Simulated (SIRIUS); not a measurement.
# GaP (F-43m) in SIRIUS: equation of state

Aim: energy against volume of GaP in PBEsol, for its equilibrium volume and stiffness.

All numbers are computed with SIRIUS 7.12.0; they aren't measurements. Logs are shortened: lines on timing, memory, paths and dates and some standing lists are left out, and cuts for length are marked. The log counts tension as positive stress, the text compression.

**Measured values to compare with.**

“Phosphorous dimerization in GaP at high pressure”, 2017, arxiv:1709.06667 reports, for a bulk crystal of GaP: bulk modulus 87.5 ± 0.6 GPa.

The results are compared with them further down.

### Step 1. Starting point

Symmetry: F-43m, No. 216, cubic system. The conventional cell has a = 5.451 Å, b = 5.451 Å, c = 5.451 Å, α = 90.00°, β = 90.00°, γ = 90.00°. Around Ga (site symmetry -43m) lie 4 P at 2.36 Å. P (site symmetry -43m) is surrounded by 4 Ga at 2.36 Å.

### Step 2. Equation of state, PBEsol, 19.03 Å³/atom (volume scaled by 0.94)

Contents of sirius.json:

```json
{
  "control": {
    "processing_unit": "cpu",
    "std_evp_solver_name": "lapack",
    "gen_evp_solver_name": "lapack",
    "verbosity": 2,
    "print_forces": false,
    "ortho_rf": true,
    "use_second_variation": true,
    "rmt_max": 3.0,
    "num_bands_to_print": 24,
    "save_wf": true
  },
  "parameters": {
    "electronic_structure_method": "full_potential_lapwlo",
    "xc_functionals": ["XC_GGA_X_PBE_SOL", "XC_GGA_C_PBE_SOL"],
    "core_relativity": "dirac",
    "valence_relativity": "iora",
    "num_fv_states": 24,
    "smearing": "fermi_dirac",
    "smearing_width": 0.0018374661,
    "pw_cutoff": 20,
    "gk_cutoff": 3.84,
    "lmax_apw": 10,
    "lmax_rho": 8,
    "lmax_pot": 8,
    "num_mag_dims": 0,
    "auto_rmt": 0,
    "ngridk": [8, 8, 8],
    "shiftk": [0, 0, 0],
    "num_dft_iter": 80,
    "energy_tol": 1e-07,
    "density_tol": 1e-05,
    "use_symmetry": true
  },
  "settings": {"tol_ne": 1e-10},
  "iterative_solver": {"type": "exact"},
  "mixer": {"type": "anderson", "beta": 0.5, "max_history": 8},
  "unit_cell": {
    "lattice_vectors": [[0.0, 5.0448450685, 5.0448450685], [5.0448450685, 0.0, 5.0448450685], [5.0448450685, 5.0448450685, 0.0]],
    "atom_types": ["Ga", "P"],
    "atom_files": {"Ga": "Ga.json", "P": "P.json"},
    "atoms": {"Ga": [[0.0, 0.0, 0.0]], "P": [[0.75, 0.75, 0.75]]}
  }
}
```

Contents of Ga.json:

```json
{
  "name": "gallium",
  "symbol": "Ga",
  "number": 31,
  "mass": 69.723,
  "rmin": 1e-06,
  "rmt": 2.19,
  "nrmt": 800,
  "rinf": 19.67,
  "core": "1s2s2p",
  "valence": [
    {"basis": [{"enu": 0.01, "dme": 0, "n": 0, "auto": 0}, {"enu": 0.01, "dme": 1, "n": 0, "auto": 0}]},
    {"l": 0, "n": 1, "basis": [{"enu": 0.0421, "dme": 0, "n": 0, "auto": 0}]},
    {"l": 1, "n": 2, "basis": [{"enu": 0.11, "dme": 0, "n": 0, "auto": 0}]},
    {"l": 2, "n": 3, "basis": [{"enu": 0.11, "dme": 0, "n": 0, "auto": 0}]},
    {"l": 3, "n": 4, "basis": [{"enu": 0.11, "dme": 0, "n": 0, "auto": 0}]}
  ],
  "lo": [
    {
      "l": 0,
      "basis": [{"enu": 0.0421, "dme": 0, "n": 0, "auto": 0}, {"enu": 0.0421, "dme": 1, "n": 0, "auto": 0}]
    },
    {
      "l": 0,
      "basis": [{"enu": -5.1943, "dme": 0, "n": 3, "auto": 1}, {"enu": -5.1943, "dme": 1, "n": 3, "auto": 1}]
    },
    {
      "l": 0,
      "basis": [{"enu": -5.1943, "dme": 1, "n": 3, "auto": 1}, {"enu": 0.0421, "dme": 0, "n": 0, "auto": 0}]
    },
    {
      "l": 0,
      "basis": [{"enu": 0.0421, "dme": 0, "n": 0, "auto": 0}, {"enu": 3.3781, "dme": 0, "n": 0, "auto": 0}]
    },
    {"l": 1, "basis": [{"enu": 0.11, "dme": 0, "n": 0, "auto": 0}, {"enu": 0.11, "dme": 1, "n": 0, "auto": 0}]},
    {
      "l": 1,
      "basis": [{"enu": -3.4108, "dme": 0, "n": 3, "auto": 1}, {"enu": -3.4108, "dme": 1, "n": 3, "auto": 1}]
    },
    {
      "l": 1,
      "basis": [{"enu": -3.4108, "dme": 1, "n": 3, "auto": 1}, {"enu": 0.11, "dme": 0, "n": 0, "auto": 0}]
    },
    {"l": 1, "basis": [{"enu": 0.11, "dme": 0, "n": 0, "auto": 0}, {"enu": 3.9465, "dme": 0, "n": 0, "auto": 0}]},
    {"l": 2, "basis": [{"enu": 0.11, "dme": 0, "n": 0, "auto": 0}, {"enu": 0.11, "dme": 1, "n": 0, "auto": 0}]},
    {
      "l": 2,
      "basis": [{"enu": -0.5041, "dme": 0, "n": 3, "auto": 1}, {"enu": -0.5041, "dme": 1, "n": 3, "auto": 1}]
    },
    {
      "l": 2,
      "basis": [{"enu": -0.5041, "dme": 1, "n": 3, "auto": 1}, {"enu": 0.11, "dme": 0, "n": 0, "auto": 0}]
    },
    {"l": 2, "basis": [{"enu": 0.11, "dme": 0, "n": 0, "auto": 0}, {"enu": 4.4469, "dme": 0, "n": 0, "auto": 0}]},
    {"l": 3, "basis": [{"enu": 0.11, "dme": 0, "n": 0, "auto": 0}, {"enu": 0.11, "dme": 1, "n": 0, "auto": 0}]},
    {"l": 3, "basis": [{"enu": 0.11, "dme": 0, "n": 0, "auto": 0}, {"enu": 3.7379, "dme": 0, "n": 0, "auto": 0}]}
  ],
  "free_atom": [... radial grid and density of the free atom, the start of the SCF ...]
}
```

Contents of P.json:

```json
{
  "name": "phosphorus",
  "symbol": "P",
  "number": 15,
  "mass": 30.973762,
  "rmin": 1e-06,
  "rmt": 2.1,
  "nrmt": 800,
  "rinf": 15.16,
  "core": "1s",
  "valence": [
    {"basis": [{"enu": 0.01, "dme": 0, "n": 0, "auto": 0}, {"enu": 0.01, "dme": 1, "n": 0, "auto": 0}]},
    {"l": 0, "n": 1, "basis": [{"enu": 0.0055, "dme": 0, "n": 0, "auto": 0}]},
    {"l": 1, "n": 2, "basis": [{"enu": 0.11, "dme": 0, "n": 0, "auto": 0}]},
    {"l": 2, "n": 3, "basis": [{"enu": 0.11, "dme": 0, "n": 0, "auto": 0}]},
    {"l": 3, "n": 4, "basis": [{"enu": 0.11, "dme": 0, "n": 0, "auto": 0}]}
  ],
  "lo": [
    {
      "l": 0,
      "basis": [{"enu": 0.0055, "dme": 0, "n": 0, "auto": 0}, {"enu": 0.0055, "dme": 1, "n": 0, "auto": 0}]
    },
    {
      "l": 0,
      "basis": [{"enu": 0.0055, "dme": 1, "n": 0, "auto": 0}, {"enu": 0.0055, "dme": 2, "n": 0, "auto": 0}]
    },
    {
      "l": 0,
      "basis": [{"enu": -6.0406, "dme": 0, "n": 2, "auto": 1}, {"enu": -6.0406, "dme": 1, "n": 2, "auto": 1}]
    },
    {
      "l": 0,
      "basis": [{"enu": 0.0055, "dme": 0, "n": 0, "auto": 0}, {"enu": 2.7266, "dme": 0, "n": 0, "auto": 0}]
    },
    {"l": 1, "basis": [{"enu": 0.11, "dme": 0, "n": 0, "auto": 0}, {"enu": 0.11, "dme": 1, "n": 0, "auto": 0}]},
    {
      "l": 1,
      "basis": [{"enu": -4.2588, "dme": 0, "n": 2, "auto": 1}, {"enu": -4.2588, "dme": 1, "n": 2, "auto": 1}]
    },
    {
      "l": 1,
      "basis": [{"enu": -4.2588, "dme": 1, "n": 2, "auto": 1}, {"enu": 0.11, "dme": 0, "n": 0, "auto": 0}]
    },
    {"l": 1, "basis": [{"enu": 0.11, "dme": 0, "n": 0, "auto": 0}, {"enu": 4.2823, "dme": 0, "n": 0, "auto": 0}]},
    {"l": 2, "basis": [{"enu": 0.11, "dme": 0, "n": 0, "auto": 0}, {"enu": 0.11, "dme": 1, "n": 0, "auto": 0}]},
    {"l": 2, "basis": [{"enu": 0.11, "dme": 1, "n": 0, "auto": 0}, {"enu": 0.11, "dme": 2, "n": 0, "auto": 0}]},
    {"l": 2, "basis": [{"enu": 0.11, "dme": 0, "n": 0, "auto": 0}, {"enu": 3.6474, "dme": 0, "n": 0, "auto": 0}]},
    {"l": 3, "basis": [{"enu": 0.11, "dme": 0, "n": 0, "auto": 0}, {"enu": 0.11, "dme": 1, "n": 0, "auto": 0}]}
  ],
  "free_atom": [... radial grid and density of the free atom, the start of the SCF ...]
}
```

Contents of sirius_start.json:

```json
{
  "control": {
    "processing_unit": "cpu",
    "std_evp_solver_name": "lapack",
    "gen_evp_solver_name": "lapack",
    "verbosity": 1,
    "print_forces": false,
    "ortho_rf": true,
    "use_second_variation": true,
    "rmt_max": 3.0,
    "num_bands_to_print": 24,
    "save_wf": false
  },
  "parameters": {
    "electronic_structure_method": "full_potential_lapwlo",
    "xc_functionals": ["XC_LDA_X", "XC_LDA_C_PW"],
    "core_relativity": "dirac",
    "valence_relativity": "iora",
    "num_fv_states": 24,
    "smearing": "fermi_dirac",
    "smearing_width": 0.0055123983,
    "pw_cutoff": 20,
    "gk_cutoff": 3.07,
    "lmax_apw": 10,
    "lmax_rho": 8,
    "lmax_pot": 8,
    "num_mag_dims": 0,
    "auto_rmt": 0,
    "ngridk": [3, 3, 3],
    "shiftk": [0, 0, 0],
    "num_dft_iter": 30,
    "energy_tol": 0.01,
    "density_tol": 0.05,
    "use_symmetry": true
  },
  "settings": {"tol_ne": 1e-10},
  "iterative_solver": {"type": "exact"},
  "mixer": {"type": "anderson", "beta": 0.5, "max_history": 8},
  "unit_cell": {
    "lattice_vectors": [[0.0, 5.0448450685, 5.0448450685], [5.0448450685, 0.0, 5.0448450685], [5.0448450685, 5.0448450685, 0.0]],
    "atom_types": ["Ga", "P"],
    "atom_files": {"Ga": "Ga.json", "P": "P.json"},
    "atoms": {"Ga": [[0.0, 0.0, 0.0]], "P": [[0.75, 0.75, 0.75]]}
  }
}
```

Potentials or basis: all-electron FP-LAPW, apw+lo standard.

Run with:

```bash
$ OMP_NUM_THREADS=1 sirius.scf --input=sirius_start.json --output=start.json
$ OMP_NUM_THREADS=1 sirius.scf --input=sirius.json --output=output.json --task=1
```

Standard output:

```text
[info] SIRIUS version : 7.12.0
[info] number of MPI ranks           : 1
[info] MPI grid                      : 1 1
[info] maximum number of OMP threads : 1
[fft] FFT context for density and potential
[fft] =====================================
[fft]   plane wave cutoff                     : 20
[fft]   grid size                             : 48 48 48   total : 110592
[fft]   grid limits                           : -23 24   -23 24   -23 24
[fft]   number of G-vectors within the cutoff : 34621
[fft]   number of G-shells                    : 930
[fft] FFT context for coarse grid
[fft] =====================================
[fft]   plane wave cutoff                     : 7.68
[fft]   grid size                             : 20 20 20   total : 8000
[fft]   grid limits                           : -9 10   -9 10   -9 10
[fft]   number of G-vectors within the cutoff : 1989
[fft]   number of G-shells                    : 77
[unit cell] lattice vectors
[unit cell]   a1 :       0.0000000000      5.0448450685      5.0448450685
[unit cell]   a2 :       5.0448450685      0.0000000000      5.0448450685
[unit cell]   a3 :       5.0448450685      5.0448450685      0.0000000000
[unit cell] reciprocal lattice vectors
[unit cell]   b1 :      -0.6227332279      0.6227332279      0.6227332279
[unit cell]   b2 :       0.6227332279     -0.6227332279      0.6227332279
[unit cell]   b3 :       0.6227332279      0.6227332279     -0.6227332279
[unit cell] unit cell volume :       256.78727305 [a.u.^3]
[unit cell] 1/sqrt(omega)    :         0.06240412
[unit cell] MT volume        :        82.78917226 (32.24%)
[unit cell] IT volume        :       173.99810079 (67.76%)
[unit cell] number of atom types : 2
[unit cell] type id : 0 symbol : Ga mt_radius :   2.190000 num_atoms : 1
[unit cell] type id : 1 symbol :  P mt_radius :   2.100000 num_atoms : 1
[unit cell] total number of atoms : 2
[unit cell] number of symmetry classes : 2
[unit cell] atom id  type id  class id             position                      vector_field
[... 356 lines left out ...]
[diagonalize] ...
[diagonalize] ik:   24   -5.958016   -5.060558   -4.147734   -4.147734   -4.147733   -3.256166   -3.256165   -3.256164   -0.345579   -0.339099   -0.338708   -0.337725   -0.335992   -0.187814   -0.025540    0.073014    0.095792    0.296012    0.321430    0.441073    0.533183    0.573260    0.662241    0.687791
[diagonalize] ik:   25   -5.958016   -5.060558   -4.147734   -4.147734   -4.147733   -3.256166   -3.256165   -3.256164   -0.345606   -0.339292   -0.338555   -0.337456   -0.336200   -0.165228   -0.050625    0.046618    0.088285    0.311763    0.377647    0.426031    0.501088    0.560096    0.658408    0.689845
[diagonalize] ik:   26   -5.958016   -5.060558   -4.147734   -4.147734   -4.147733   -3.256166   -3.256164   -3.256164   -0.345337   -0.339543   -0.338748   -0.337187   -0.336399   -0.173010   -0.042328    0.040415    0.102731    0.328517    0.400101    0.404009    0.495538    0.532316    0.595250    0.749552
[diagonalize] ik:   27   -5.958016   -5.060558   -4.147733   -4.147733   -4.147733   -3.256164   -3.256164   -3.256163   -0.346041   -0.338678   -0.338415   -0.337792   -0.335908   -0.157874   -0.060190    0.069069    0.071432    0.291641    0.301879    0.516052    0.519368    0.635579    0.640071    0.701442
[diagonalize] ik:   28   -5.958016   -5.060558   -4.147734   -4.147734   -4.147734   -3.256166   -3.256166   -3.256165   -0.345628   -0.339360   -0.338435   -0.337381   -0.336303   -0.155588   -0.055479    0.052203    0.057495    0.366068    0.383679    0.417578    0.423994    0.639384    0.639834    0.713187
[generate_core_charge_density] atom class : 0
[generate_core_charge_density]   n,l,k : 1 0 1  energy :        -375.16843575
[generate_core_charge_density]   n,l,k : 2 0 1  energy :         -45.96634134
[generate_core_charge_density]   n,l,k : 2 1 1  energy :         -40.66182243
[generate_core_charge_density]   n,l,k : 2 1 2  energy :         -39.64669445
[generate_core_charge_density] atom class : 1
[generate_core_charge_density]   n,l,k : 1 0 1  energy :         -76.02462068
[find] Total energy                   :   -2284.20372085 (Ha),   -4568.40744171 (Ry)
[find] iteration : 1, RMS (target) : 7.4216e-02 (1.0000e-05) , energy difference (target) : -6.4020e-05 (1.0000e-07)
[find] Total energy                   :   -2284.20371614 (Ha),   -4568.40743227 (Ry)
[find] iteration : 2, RMS (target) : 5.1451e-03 (1.0000e-05) , energy difference (target) : 4.7171e-06 (1.0000e-07)
[find] Total energy                   :   -2284.20371474 (Ha),   -4568.40742949 (Ry)
[... 16 lines left out ...]
[find] valence_eval_sum               :     -69.80239054
[find] core_eval_sum                  :   -1234.19077660
[find] kinetic energy                 :    2322.75153119
[find] enuc                           :   -2760.16801832
[find] <rho|V^{XC}>                   :    -126.87906591
[find] <rho|E^{XC}>                   :     -96.85441821
[find] <mag|B^{XC}>                   :       0.00000000
[find] <rho|V^{H}>                    :   -3499.86563242
[find] smearing (-TS)                 :      -0.00000000
[find] SCF correction                 :       0.00000268
[find] Total energy                   :   -2284.20371886 (Ha),   -4568.40743773 (Ry)
[find] Free energy (E-TS)             :   -2284.20371886 (Ha),   -4568.40743773 (Ry)
[find] band gap (eV)                  :       1.37981223
[find] Efermi                         :       0.22311895
[find] iteration : 6, RMS (target) : 4.3484e-06 (1.0000e-05) , energy difference (target) : 4.7169e-08 (1.0000e-07)
[find] converged after 7 SCF iterations!
[find] Charges and magnetic moments
[find] --------------------------------------------------------------------------------
[find] atom      charge    core leakage
[find] --------------------------------------------------------------------------------
[find]    0   29.366497   -5.580590e-15
[find]    1   13.150004    0.000000e+00
[find] total core leakage    : -5.58058960e-15
[find] interstitial charge   : 3.483498
[find] total charge          : 45.999999
[find] Energy
[find] --------------------------------------------------------------------------------
[find] valence_eval_sum               :     -69.80239054
[find] core_eval_sum                  :   -1234.19077660
[find] kinetic energy                 :    2322.75153119
[find] enuc                           :   -2760.16801832
[find] <rho|V^{XC}>                   :    -126.87906591
[find] <rho|E^{XC}>                   :     -96.85441821
[find] <mag|B^{XC}>                   :       0.00000000
[find] <rho|V^{H}>                    :   -3499.86563242
[find] smearing (-TS)                 :      -0.00000000
[find] SCF correction                 :       0.00000268
[find] Total energy                   :   -2284.20371886 (Ha),   -4568.40743773 (Ry)
[find] Free energy (E-TS)             :   -2284.20371886 (Ha),   -4568.40743773 (Ry)
[find] band gap (eV)                  :       1.37981223
[find] Efermi                         :       0.22311895
```

Run time: 28 s. Hardware: 1 thread of Intel Xeon 6975P-C (Granite Rapids), shared host; peak memory 0.43 GiB.

Results:

```yaml
Free_energy: -62156.3497 eV
Band_gap_on_the_k_mesh: 1.38 eV, indirect (least direct gap 2.26 eV)
All_electrons_inside_the_program's_atomic_spheres: Ga 29.37; P 13.15 (radii Ga 2.19, P 2.1 bohr)
```

[end of part 1 of 3]
